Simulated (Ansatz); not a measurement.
# Pb: the cost of one run

Program: Ansatz 0.2.0. Level of theory: DFT PBEsol, scalar-relativistic, plane waves, PAW. These are calculated values, not measurements.

1 further run of the same task is left out (set aside as unsound or not needed).

## (1) Starting point

Symmetry: Fm-3m, No. 225, cubic system. The conventional cell has a = 4.934 Å, b = 4.934 Å, c = 4.934 Å, α = 90.00°, β = 90.00°, γ = 90.00°. Pb (site symmetry m-3m) has 12 Pb at 3.49 Å as nearest neighbours.

Structure file:

```
Pb
1.0
     0.00000    2.46691    2.46691
     2.46691    0.00000    2.46691
     2.46691    2.46691    0.00000
Pb
1
Direct
  0.00000 0.00000 0.00000
```

This cell was relaxed beforehand with the same method: volume 30.03 Å³/atom, gap on the mesh none (metal).

## (2) Electronic structure at the relaxed geometry

File input.yaml:

```yaml
crystal:
  lattice:
    - [0.0, 2.4669074858, 2.4669074858]
    - [2.4669074858, 0.0, 2.4669074858]
    - [2.4669074858, 2.4669074858, 0.0]
  atoms:
    - { symbol: Pb, position: [0.0, 0.0, 0.0] }
basis:
  ecutwfc: 420
kpoints:
  mp_grid: { grid: [14, 14, 14] }
  band_path:
    path:
      - [[0.0, 0.0, 0.0], [0.5, 0.0, 0.5], [0.625, 0.25, 0.625]]
      - [[0.375, 0.375, 0.75], [0.0, 0.0, 0.0], [0.5, 0.5, 0.5], [0.5, 0.25, 0.75], [0.5, 0.0, 0.5]]
    npoints: 14
hamiltonian:
  xc: pbesol
scf:
  occupations: { method: gaussian, width: 0.1 }
  n_extra_bands: 6
output:
  forces: true
  stress: true
  eigenvalues: true
  populations: true
  dos: { projected: true, de: 0.02, nscf_kmesh: { grid: [21, 21, 21] } }
  bader: true
  write_density: true
  write_potential: true
  elf: true
  volumetric_format: npy
```

On the command line:

```console
> ansatz run input.yaml --threads 1 --pin off --max-ram 2560MiB --backend cpu --events-out ev --progress --plain --runs-dir out
```

What time and memory should one allow on 1 thread of Intel Xeon at 2.50GHz (Skylake/Cascade Lake), shared host?

About 20 s, with a peak of 0.35 GiB.
